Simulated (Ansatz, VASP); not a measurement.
## Two plane-wave programs on N

```
N
1.0
     4.16723    0.00000    0.00000
    -2.08362    3.60893    0.00000
     0.00000    0.00000    7.00600
N
4
Direct
  0.33333 0.66667 0.32893
  0.33333 0.66667 0.17107
  0.66667 0.33333 0.82893
  0.66667 0.33333 0.67107
```

Alike in both runs: task relaxation of cell and atoms; functional r2SCAN; k mesh 6 × 6 × 4; occupations gaussian, width 0.1 eV; no spin polarisation.

```csv
,VASP,Ansatz
version,VASP 6.6.1,Ansatz 0.2.0
potentials or method,"VASP PAW PBE potentials, release 64 (N)","scalar-relativistic, plane waves, PAW"
plane-wave cutoff (eV),600,500
valence electrons in the cell,20,20
```

```tsv
	VASP	Ansatz	Ansatz less VASP
gap on the k mesh at the Fermi level, each at its own relaxed structure (eV)	7.71	8.20	+0.492
relaxed volume (Å³/atom)	26.34	27.67	+1.326
relaxed cell length with the largest relative difference (Å)	7.007	7.666	+0.6592
energy change over the relaxation (meV/atom)	0	-8	-7.9
```

One of these differences is far larger than is usual between the two programs; its cause wasn't traced.

Caveats: the standard files for N, O and F lose accuracy on very short bonds; the PAW data sets were made with another functional, which shifts forces and pressure a little (VASP). A k mesh can miss the band edges. r2SCAN opens gaps a little over a GGA but as a rule still falls short of measured ones.
